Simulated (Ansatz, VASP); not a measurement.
## BN: VASP beside Ansatz

```
CELL_PARAMETERS angstrom
2.51626 0.00000 0.00000
-1.25813 2.17915 0.00000
0.00000 0.00000 4.16115
ATOMIC_POSITIONS crystal
B 0.66667 0.33333 0.99981
B 0.33333 0.66667 0.49981
N 0.66667 0.33333 0.62519
N 0.33333 0.66667 0.12519
```

Change from the starting cell: strain -0.015 along x and y, -0.015 along z, atoms carried along.

Alike in both runs: task single point; functional PBE; k mesh 12 × 12 × 6; occupations gaussian, width 0.05 eV; no spin polarisation.

|  | VASP | Ansatz |
| --- | --- | --- |
| version | VASP 6.6.1 | Ansatz 0.2.0 |
| potentials or method | VASP PAW PBE potentials, release 64 (B, N) | scalar-relativistic, plane waves, PAW |
| plane-wave cutoff (eV) | 520 | 420 |
| valence electrons in the cell | 16 | 16 |

|  | VASP | Ansatz | Ansatz less VASP |
| --- | --- | --- | --- |
| gap on the k mesh at the Fermi level (eV) | 5.14 | 5.15 | +0.016 |
| least direct gap on the mesh (eV) | 8.46 | 8.46 | +0.009 |
| pressure (GPa) | 18.7 | 18.3 | -0.39 |
| largest component of the traceless stress (GPa) | 0.15 | 0.18 | +0.032 |
| rms of the force components (eV/Å) | 0.021 | 0.020 | -0.0011 |

Atom by atom the forces differ by 0.001 eV/Å (rms over components). The functional is the same, so the differences come from potentials, cutoffs and numerics.

Caveats: so large a pressure means that the cell lies far from this level's equilibrium, or that cutoff or potentials fall short (VASP). A k mesh can miss the band edges.
